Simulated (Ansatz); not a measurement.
## SnSe: what a change does to the field gradients

Base: a COD entry, whose atoms a relaxation with PBE at fixed cell left in place.

```xyz
2
Lattice="0.0000 3.0100 3.0100 3.0100 0.0000 3.0100 3.0100 3.0100 0.0000" Properties=species:S:1:pos:R:3 pbc="T T T"
Sn    0.0000    0.0000    0.0000
Se    3.0100    3.0100    3.0100
```

Sites (sets of like atoms) are named by element and the number of their first atom in this list.

All values are calculated (Ansatz; DFT, PBE, plane waves and PAW, scalar-relativistic, 420 eV cutoff, Γ-centred 13×13×13 k-points, Fermi–Dirac smearing 0.02 eV), not measured.

Gradients in 10²¹ V/m²:

| site | atoms | V_zz base | η base | V_zz variant | η variant |
| --- | --- | --- | --- | --- | --- |
| Sn | 1 | 0.00 | – | 1.44 | 0.00 |
| Se | 2 | 0.00 | – | 0.097 | 0.00 |

Q: Which change was made?
A. volume scaled by 1.06, ions relaxed
B. volume scaled by 0.98, ions relaxed
C. z compressed by 1 %, ions relaxed
D. z stretched by 1 %, ions relaxed

A: D. The largest change of V_zz is on Sn, from 0.00 to 1.44.

For the variant: Without spin–orbit coupling (the program notes it for Sn) the gradients can shift somewhat, as the gap is small. With a gap of 0.4 eV on this mesh, the gradients can still move by some per cent as the k-mesh gets denser.
